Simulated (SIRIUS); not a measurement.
# AlN (P6_3mc) in SIRIUS: reference runs

Reference runs on AlN: the cell as given.

All numbers are computed with SIRIUS 7.10.0; they aren't measurements. Logs are shortened: lines on timing, memory, paths and dates and some standing lists are left out, and cuts for length are marked. The log counts tension as positive stress, the text compression.

**What was measured.**

From “Self-assembly of well-separated AlN nanowires directly on sputtered metallic TiN films”, 2019, arxiv:1910.07391, for a bulk crystal of AlN at 10 K: band gap 6.034 eV (an exciton energy, a little under the gap).

The runs below are set against these values where they give the same quantity.

## (1) Starting point

It takes space group P6_3mc (No. 186, hexagonal). Conventional cell: a = 3.113 Å, b = 3.113 Å, c = 4.981 Å, α = 90.00°, β = 90.00°, γ = 120.00°. Around Al (site symmetry 3m) lie 4 N at 1.89 Å. Around N (site symmetry 3m) lie 4 Al at 1.89 Å.

## (2) Single point, PBE

sirius.json reads:

```json
{
  "control": {
    "processing_unit": "cpu",
    "verbosity": 2,
    "num_bands_to_print": 15,
    "print_forces": true,
    "print_stress": true
  },
  "parameters": {
    "electronic_structure_method": "pseudopotential",
    "xc_functionals": ["XC_GGA_X_PBE", "XC_GGA_C_PBE"],
    "gk_cutoff": 9.2,
    "pw_cutoff": 18.4,
    "ngridk": [10, 10, 6],
    "shiftk": [0, 0, 0],
    "smearing": "fermi_dirac",
    "smearing_width": 0.0018374661,
    "num_bands": 15,
    "num_mag_dims": 0,
    "num_dft_iter": 100,
    "energy_tol": 1e-08,
    "density_tol": 1e-06
  },
  "iterative_solver": {
    "type": "davidson",
    "min_tolerance": 1e-10
  },
  "mixer": {
    "type": "anderson",
    "beta": 0.7,
    "max_history": 8
  },
  "settings": {
    "tol_ne": 1e-10
  },
  "unit_cell": {
    "lattice_vectors": [
      [5.88271742596, 0.0, 0.0],
      [-2.94135871298, 5.094582734203, 0.0],
      [0.0, 0.0, 9.412725826761]
    ],
    "atom_coordinate_units": "lattice",
    "atom_types": ["Al", "N"],
    "atom_files": {
      "N": "N.json",
      "Al": "Al.json"
    },
    "atoms": {
      "Al": [
        [0.6666666667, 0.3333333333, 0.5],
        [0.3333333333, 0.6666666667, 0.0]
      ],
      "N": [
        [0.6666666667, 0.3333333333, 0.88],
        [0.3333333333, 0.6666666667, 0.38]
      ]
    }
  }
}
```

Potentials or basis: PseudoDojo 0.4.1 PBE standard (scalar relativistic).

The run is started by

```
$ upf_to_json N.upf
$ upf_to_json Al.upf
$ OMP_NUM_THREADS=1 sirius.scf --input=sirius.json --output=out.json --task=0
```

Standard output:

```text
[info] SIRIUS version : 7.10.0
[info] number of MPI ranks           : 1
[info] MPI grid                      : 1 1
[info] maximum number of OMP threads : 1
[fft] FFT context for density and potential
[fft] =====================================
[fft]   comm size                             : 1
[fft]   plane wave cutoff                     : 18.4
[fft]   grid size                             : 40 40 60   total : 96000
[fft]   grid limits                           : -19 20   -19 20   -29 30
[fft]   number of G-vectors within the cutoff : 14866
[fft]   local number of G-vectors             : 14866
[fft]   number of G-shells                    : 1544
[fft] FFT context for coarse grid
[fft] =====================================
[fft]   comm size                             : 1
[fft]   plane wave cutoff                     : 18.4
[fft]   grid size                             : 40 40 60   total : 96000
[fft]   grid limits                           : -19 20   -19 20   -29 30
[fft]   number of G-vectors within the cutoff : 14866
[fft]   local number of G-vectors             : 14866
[fft]   number of G-shells                    : 1544
[unit cell] lattice vectors
[unit cell]   a1 :       5.8827174260      0.0000000000      0.0000000000
[unit cell]   a2 :      -2.9413587130      5.0945827342      0.0000000000
[unit cell]   a3 :       0.0000000000      0.0000000000      9.4127258268
[unit cell] reciprocal lattice vectors
[unit cell]   b1 :       1.0680753217      0.6166535745     -0.0000000000
[unit cell]   b2 :       0.0000000000      1.2333071490      0.0000000000
[unit cell]   b3 :       0.0000000000     -0.0000000000      0.6675202723
[unit cell] unit cell volume :       282.09930482 [a.u.^3]
[unit cell] 1/sqrt(omega)    :         0.05953865
[unit cell] MT volume        :         0.00000000 ( 0.00%)
[unit cell] IT volume        :       282.09930482 (100.00%)
[unit cell] number of atom types : 2
[unit cell] type id : 0 symbol : Al mt_radius :  18.750000 num_atoms : 2
[unit cell] type id : 1 symbol :  N mt_radius :  10.570000 num_atoms : 2
[unit cell] total number of atoms : 4
[unit cell] number of symmetry classes : 2
[unit cell] number of PAW atoms : 0
[unit cell] atom id  type id  class id             position                      vector_field
[unit cell] ------------------------------------------------------------------------------------------
[unit cell]      0        0        0      0.66667   0.33333   0.50000      0.00000   0.00000   0.00000
[unit cell]      1        0        0      0.33333   0.66667   0.00000      0.00000   0.00000   0.00000
[unit cell]      2        1        1      0.66667   0.33333   0.88000      0.00000   0.00000   0.00000
[unit cell]      3        1        1      0.33333   0.66667   0.38000      0.00000   0.00000   0.00000
[unit cell] atom id         position (Cartesian, a.u.)
[unit cell] ---------------------------------------------
[unit cell]      0       2.941359    1.698194    4.706363
[unit cell]      1      -0.000000    3.396388    0.000000
[unit cell]      2       2.941359    1.698194    8.283199
[unit cell]      3      -0.000000    3.396388    3.576836
[unit cell] class id : 0 atom id : 0 1
[unit cell] class id : 1 atom id : 2 3
[unit cell] minimum bond length:     3.576836
[unit cell] total number of pseudo wave-functions: 16
[sym] space group number   : 186
[sym] international symbol : P6_3mc
[sym] Hall symbol          : P 6c -2c
[sym] space group transformation matrix :
[sym]   1.0000  0.0000  0.0000
[sym]   0.0000  1.0000  0.0000
[sym]   0.0000  0.0000  1.0000
[sym] space group origin shift :
[sym]   0.0000  0.0000  0.0000
[sym] number of space group operations  : 12
[sym] number of magnetic group operations : 12
[sym] metric tensor error: 3.6923e-10
[sym] rotation matrix error: 1.2320e-11
[sym] symmetry operations
[... list of symmetry operations ...]
[atom type] label          : Al
[atom type] --------------------------------------------------------------------------------
[atom type] symbol         : Al
[atom type] name           :
[atom type] zn             : 3
[... 352 lines left out ...]
[find] Hartree energy of density residual : 1.993327748729e-15
[find] | SCF iteration  20 out of 100|
[diagonalize] iterative solver tolerance (occupied, empty): 2.04531e-10 2.04531e-10
[diagonalize] average number of iterations: 4.5
[find] Total energy                   :     -25.58857843 (Ha),     -51.17715685 (Ry)
[find] Free energy (E-TS)             :     -25.58857843 (Ha),     -51.17715685 (Ry)
[find] band gap (eV)                  :       4.22085649
[find] Efermi                         :       0.36797725
[find] iteration : 20, RMS : 3.555786550755e-09, energy difference : -3.375077994860e-13
[find] Hartree energy of density residual : 2.706620194833e-15
[find] bands are converged : false
[find] iterative solver converged : false
[find] +------------------------------+
[find] | SCF iteration  21 out of 100|
[find] +------------------------------+
[diagonalize] iterative solver tolerance (occupied, empty): 1.02265e-10 1.02265e-10
[diagonalize] average number of iterations: 1.91071
[diagonalize] Lowest band energies
[diagonalize] ik:    0   -0.295419   -0.216381    0.041595    0.230596    0.230596    0.254528    0.254528    0.261144    0.416257    0.506483    0.650366    0.672414    0.672414    0.745427    0.745578
[diagonalize] ik:    1   -0.290755   -0.213763    0.047157    0.209283    0.224573    0.233667    0.253766    0.259110    0.437407    0.525127    0.631275    0.642864    0.685778    0.729981    0.744432
[diagonalize] ik:    2   -0.277361   -0.206944    0.063413    0.161238    0.193054    0.211489    0.249982    0.251630    0.475427    0.549275    0.580773    0.619988    0.704011    0.711647    0.712299
[diagonalize] ik:    3   -0.257325   -0.199257    0.088785    0.111389    0.152171    0.198152    0.236395    0.244030    0.493562    0.521826    0.552576    0.639990    0.687935    0.687979    0.705742
[diagonalize] ik:    4   -0.235398   -0.195993    0.075159    0.118110    0.122582    0.188737    0.213144    0.238915    0.482503    0.487465    0.559825    0.639362    0.669498    0.705025    0.720016
[diagonalize] ...
[diagonalize] ik:   51   -0.209889   -0.209889    0.063103    0.063103    0.184879    0.184879    0.222197    0.222197    0.472087    0.472087    0.608725    0.608725    0.675740    0.675740    0.759086
[diagonalize] ik:   52   -0.223276   -0.223276    0.093387    0.093387    0.180095    0.180095    0.218976    0.218976    0.504077    0.504077    0.610646    0.610646    0.675637    0.675637    0.739282
[diagonalize] ik:   53   -0.210436   -0.210436    0.077297    0.077297    0.158091    0.158091    0.225808    0.225808    0.500356    0.500356    0.598570    0.598570    0.678565    0.678565    0.751472
[diagonalize] ik:   54   -0.205054   -0.205054    0.070758    0.070758    0.149570    0.149570    0.229150    0.229150    0.498824    0.498824    0.591349    0.591349    0.676789    0.676789    0.766015
[diagonalize] ik:   55   -0.203278   -0.203278    0.081266    0.081266    0.128190    0.128190    0.231404    0.231404    0.522223    0.522223    0.565464    0.565464    0.695080    0.695080    0.765146
[find] Charges and magnetic moments
[find] --------------------------------------------------------------------------------
[find] total charge          : 16.000000
[find] Energy
[find] --------------------------------------------------------------------------------
[find] valence_eval_sum               :       1.10743036
[find] <rho|V^{XC}>                   :      -9.23450292
[find] <rho|E^{XC}>                   :      -8.49834436
[find] <mag|B^{XC}>                   :       0.00000000
[find] <rho|V^{H}>                    :      11.37788642
[find] one-electron contribution      :      -1.03595315 (Ha),      -2.07190630 (Ry)
[find] hartree contribution           :       5.68894321
[find] xc contribution                :      -8.49834436
[find] ewald contribution             :     -21.74322414
[find] PAW contribution               :       0.00000000
[find] smearing (-TS)                 :      -0.00000000
[find] SCF correction                 :       0.00000001
[find] Total energy                   :     -25.58857843 (Ha),     -51.17715685 (Ry)
[find] Free energy (E-TS)             :     -25.58857843 (Ha),     -51.17715685 (Ry)
[find] band gap (eV)                  :       4.22085636
[find] Efermi                         :       0.36797726
[find] iteration : 21, RMS : 1.001666770157e-09, energy difference : 1.207922650792e-13
[find] Hartree energy of density residual : 3.698149904119e-16
[find] bands are converged : true
[find] iterative solver converged : true
[find] converged after 22 SCF iterations!
[find] Charges and magnetic moments
[find] --------------------------------------------------------------------------------
[find] total charge          : 16.000000
[find] Energy
[find] --------------------------------------------------------------------------------
[find] valence_eval_sum               :       1.10743036
[find] <rho|V^{XC}>                   :      -9.23450292
[find] <rho|E^{XC}>                   :      -8.49834436
[find] <mag|B^{XC}>                   :       0.00000000
[find] <rho|V^{H}>                    :      11.37788642
[find] one-electron contribution      :      -1.03595315 (Ha),      -2.07190630 (Ry)
[find] hartree contribution           :       5.68894321
[find] xc contribution                :      -8.49834436
[find] ewald contribution             :     -21.74322414
[find] PAW contribution               :       0.00000000
[find] smearing (-TS)                 :      -0.00000000
[find] SCF correction                 :       0.00000001
[find] Total energy                   :     -25.58857843 (Ha),     -51.17715685 (Ry)
[find] Free energy (E-TS)             :     -25.58857843 (Ha),     -51.17715685 (Ry)
[find] band gap (eV)                  :       4.22085636
[find] Efermi                         :       0.36797726
[ground_state] === stress tensor components [kbar] ===
[ground_state] === stress_kin ===
[ground_state] -11374.435143   -0.000000    0.000000
[ground_state]    -0.000000-11374.435143   -0.000000
[ground_state]     0.000000   -0.000000-11410.761361
[ground_state] === stress_har ===
[ground_state] -1909.825254   -0.000000   -0.000000
[ground_state]    -0.000000-1909.825254    0.000000
[ground_state]    -0.000000    0.000000-2113.524904
[ground_state] === stress_ewald ===
[ground_state]  7673.398367    0.000000    0.000000
[ground_state]     0.000000 7673.398367   -0.000000
[ground_state]     0.000000   -0.000000 7329.886452
[ground_state] === stress_vloc ===
[ground_state]  2051.021429    0.000000    0.000000
[ground_state]     0.000000 2051.021429    0.000000
[ground_state]     0.000000    0.000000 2600.203032
[ground_state] === stress_xc ===
[ground_state]   849.100438    0.000000    0.000000
[ground_state]     0.000000  849.100438    0.000000
[ground_state]     0.000000    0.000000  848.087762
[ground_state] === stress_core ===
[ground_state]  1730.671299    0.000000    0.000000
[ground_state]     0.000000 1730.671299    0.000000
[ground_state]     0.000000    0.000000 1728.337707
[ground_state] === stress_nonloc ===
[ground_state]   951.972934    0.000000    0.000000
[ground_state]     0.000000  951.972934    0.000000
[ground_state]     0.000000    0.000000  973.242386
[ground_state] === stress_us_nl ===
[ground_state]   951.972934    0.000000    0.000000
[ground_state]     0.000000  951.972934    0.000000
[ground_state]     0.000000    0.000000  973.242386
[ground_state] === stress_total ===
[ground_state]   -28.095932    0.000000    0.000000
[ground_state]     0.000000  -28.095932   -0.000000
[ground_state]     0.000000   -0.000000  -44.528925
[ground_state] ==== total Forces in Ha/bohr =====
[ground_state] atom:    0, force:       0.0000000      0.0000000     -0.0025383
[ground_state] atom:    1, force:       0.0000000     -0.0000000     -0.0025383
[ground_state] atom:    2, force:       0.0000000     -0.0000000      0.0025386
[ground_state] atom:    3, force:       0.0000000     -0.0000000      0.0025386
[ground_state] ==== ultrasoft contribution from Qij =====
[ground_state] atom:    0, force:       0.0000000      0.0000000      0.0000000
[ground_state] atom:    1, force:       0.0000000      0.0000000      0.0000000
[ground_state] atom:    2, force:       0.0000000      0.0000000      0.0000000
[ground_state] atom:    3, force:       0.0000000      0.0000000      0.0000000
[ground_state] ==== non-local contribution from Beta-projector =====
[ground_state] atom:    0, force:       0.0000000      0.0000000     -0.0108859
[ground_state] atom:    1, force:       0.0000000     -0.0000000     -0.0108859
[ground_state] atom:    2, force:       0.0000000     -0.0000000      0.0017306
[ground_state] atom:    3, force:       0.0000000     -0.0000000      0.0017306
[ground_state] ==== contribution from local potential =====
[ground_state] atom:    0, force:       0.0000000      0.0000000      0.0171744
[ground_state] atom:    1, force:      -0.0000000      0.0000000      0.0171744
[ground_state] atom:    2, force:      -0.0000000     -0.0000000     -0.0088427
[ground_state] atom:    3, force:       0.0000000     -0.0000000     -0.0088427
[ground_state] ==== contribution from core density =====
[ground_state] atom:    0, force:       0.0000000     -0.0000000      0.0010275
[ground_state] atom:    1, force:      -0.0000000     -0.0000000      0.0010275
[ground_state] atom:    2, force:       0.0000000     -0.0000000     -0.0002036
[ground_state] atom:    3, force:      -0.0000000      0.0000000     -0.0002036
[ground_state] ==== Ewald forces from ions =====
[ground_state] atom:    0, force:       0.0000000      0.0000000     -0.0098543
[ground_state] atom:    1, force:       0.0000000      0.0000000     -0.0098543
[ground_state] atom:    2, force:       0.0000000      0.0000000      0.0098543
[ground_state] atom:    3, force:       0.0000000      0.0000000      0.0098543
[~DFT_ground_state] local op. applied: 39888
[~DFT_ground_state] evp. work count: 10855.9
[~DFT_ground_state] number of iterative solver steps: 3076
```

Wall time 1.8 min (1 thread of Arm Neoverse V2, shared host); peak memory 0.57 GiB.

What came out:

- Free energy: -696.3007 eV
- Pressure: 3.4 GPa
- Largest force: 0.131 eV/Å
- Band gap on the k mesh: 4.22 eV

Forces in eV/Å, atoms in the order of the input:
```
Al   0.000  0.000 -0.131
Al   0.000  0.000 -0.131
N    0.000  0.000  0.131
N    0.000  0.000  0.131
```

## (3) Against experiment

Step 2. A measured gap of AlN is 6.034 eV (an exciton energy, a little under the gap; 10 K; quoted in “Self-assembly of well-separated AlN nanowires directly on sputtered metallic TiN films”, 2019, arxiv:1910.07391); the calculated 4.22 eV misses it by -1.81 eV. 2 values of this kind are on record (6.034 to 6.0343 eV); this one was drawn at random. The value is that of PBE on a finite k mesh, which can miss the band edges, without temperature or zero-point motion. Semilocal functionals fall short of measured gaps as a rule.
